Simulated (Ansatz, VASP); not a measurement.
Al: VASP beside Ansatz

```
Al
1.0
    -1.59437    1.59437    1.59437
     1.59437   -1.59437    1.59437
     1.59437    1.59437   -1.59437
Al
1
Direct
  0.00000 0.00000 0.00000
```

Alike in both runs: functional LDA; k mesh 19 × 19 × 19; occupations fermi-dirac, width 0.08 eV; no spin polarisation.

Ansatz relaxed the structure, and its values are those at the end. VASP's run is a single point on that final structure, the one shown.

|  | VASP | Ansatz |
| --- | --- | --- |
| version | VASP 6.6.1 | Ansatz 0.2.0 |
| potentials or method | VASP PAW LDA potentials, release 64 (Al) | PAW with Ansatz's default frozen-core files, scalar-relativistic |
| plane-wave cutoff (eV) | 520 | 420 |
| valence electrons in the cell | 3 | 3 |

```tsv
	VASP	Ansatz	Ansatz less VASP
pressure (GPa)	0.1	0.0	-0.07
```
